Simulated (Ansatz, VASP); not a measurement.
# Two plane-wave programs on Al

```
CELL_PARAMETERS angstrom
0.00000 2.02072 2.02072
2.02072 0.00000 2.02072
2.02072 2.02072 0.00000
ATOMIC_POSITIONS crystal
Al 0.00000 0.00000 0.00000
```

Alike in both runs: functional PBE; k mesh 18 × 18 × 18; occupations gaussian, width 0.1 eV; no spin polarisation.

Ansatz relaxed the structure, and its values are those at the end. VASP's run is a single point on that final structure, the one shown.

|  | VASP | Ansatz |
| --- | --- | --- |
| version | VASP 6.6.1 | Ansatz 0.2.0 |
| potentials or method | VASP PAW PBE potentials, release 64 (Al) | scalar-relativistic, plane waves, PAW |
| plane-wave cutoff (eV) | 520 | 420 |
| valence electrons in the cell | 3 | 3 |

```csv
,VASP,Ansatz,Ansatz less VASP
gap on the k mesh at the Fermi level (eV),none,none,-
pressure (GPa),0.0,0.0,+0.04
```

A gap of «none» marks a metal or a gap that the smearing closes. The functional is the same, so the differences come from potentials, cutoffs and numerics.
